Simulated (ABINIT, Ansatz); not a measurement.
This is a calculation of MoS2 for ABINIT 10.8.3 (patched build). Atoms were shifted at random by some hundredths of an Å from the given cell, which wasn't relaxed again for these runs. The cell comes from a database or a generator and needn't be the stable form of this composition.

Contents of run.abi:

```
# Pseudopotentials
pp_dirpath "./"
pseudos "Mo.upf, S.upf"

# Structure
acell 3*1.0
rprim
     6.0990240984     0.0000000000     0.0000000000
    -3.0495120492     5.2819098074     0.0000000000
     0.0000000000     0.0000000000    11.9288459328
ntypat 2
znucl 42 16
natom 3
typat 1 2 2
xred
    -0.0059710000    -0.0182670000     0.4992970000
     0.6556410000     0.3222370000     0.7482370000
     0.3338080000     0.6868770000     0.2525640000
chkprim 0
chksymtnons 0
tolsym 1.0e-6

# Plane-wave basis
ecut 40.0

# k points
kptopt 1
ngkpt 9 9 4
nshiftk 1
shiftk 0.0 0.0 0.0

# Exchange and correlation
ixc -116133

# Bands and occupations
nband 17
occopt 3
tsmear 0.05 eV

# SCF cycle
nstep 100
tolvrs 1.0e-10

# Output
iomode 3
prtwf 0
prtden 0
prteig 0
prtebands 0
```

Potentials or basis: PseudoDojo NC SR PBEsol v0.4.1 standard.

Run with:

```sh
$ abinit run.abi > log 2>&1
```

**Question.** Set up the same calculation for Ansatz 0.2.0. Potentials or basis there: all-electron LAPW, scalar-relativistic.

**Answer.** As run (cutoffs and basis follow the program's own potentials, and thresholds, step limits or extra output files can differ):

The input input.yaml:

```yaml
crystal:
  lattice:
    - [3.2274645616, 0.0, 0.0]
    - [-1.6137322808, 2.7950663001, 0.0]
    - [0.0, 0.0, 6.31247342]
  atoms:
    - { symbol: Mo, position: [-0.005971, -0.018267, 0.499297] }
    - { symbol: S, position: [0.655641, 0.322237, 0.748237] }
    - { symbol: S, position: [0.333808, 0.686877, 0.252564] }
kpoints:
  mp_grid: { grid: [9, 9, 4] }
scf:
  occupations: { method: fermi_dirac, width: 0.05 }
hamiltonian:
  xc: pbesol
  pseudopotentials: { kind: all_electron, lapw: { basis_error: 0.001 } }
output:
  forces: true
  stress: true
  eigenvalues: true
  populations: true
```

Potentials or basis: all-electron LAPW, scalar-relativistic.

Launch:

```sh
$ ansatz run input.yaml --threads 2 --pin off --max-ram 8192MiB --backend cpu --events-out ev --progress --plain --runs-dir out
```

Both were run:

|  | ABINIT | Ansatz |
| --- | --- | --- |
| Pressure | -4.8 GPa | -4.8 GPa |
| Largest force | 0.556 eV/Å | 0.556 eV/Å |

Where Ansatz's input types no cutoff or centring, it takes its own default and a Γ-centred mesh.

Pressure is positive in compression.
